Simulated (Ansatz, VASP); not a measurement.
# One calculation of MgO, two programs

```
CELL_PARAMETERS angstrom
0.00000 -2.12692 -2.12692
0.00000 2.12692 -2.12692
4.25385 0.00000 0.00000
ATOMIC_POSITIONS crystal
Mg 0.49996 0.50004 0.50004
Mg 0.00004 0.99996 0.99996
O 0.49991 0.50001 0.99996
O 0.00009 0.99999 0.50004
```

Alike in both runs: functional PBE; k mesh 8 × 8 × 6; occupations gaussian, width 0.05 eV; no spin polarisation.

Ansatz relaxed the structure, and its values are those at the end. VASP's run is a single point on that final structure, the one shown.

|  | VASP | Ansatz |
| --- | --- | --- |
| version | VASP 6.6.1 | Ansatz 0.2.0 |
| potentials or method | VASP PAW PBE potentials, release 64 (Mg, O) | scalar-relativistic, plane waves, PAW |
| plane-wave cutoff (eV) | 520 | 420 |
| valence electrons in the cell | 16 | 32 |

|  | VASP | Ansatz | Ansatz less VASP |
| --- | --- | --- | --- |
| gap on the k mesh at the Fermi level (eV) | 4.44 | 4.46 | +0.017 |
| least direct gap on the mesh (eV) | 4.44 | 4.46 | +0.017 |
| pressure (GPa) | -0.7 | 0.0 | +0.73 |

The two sets of potentials don't hold the same shells in valence. Ansatz warned: «stress_scf_threshold_loose».
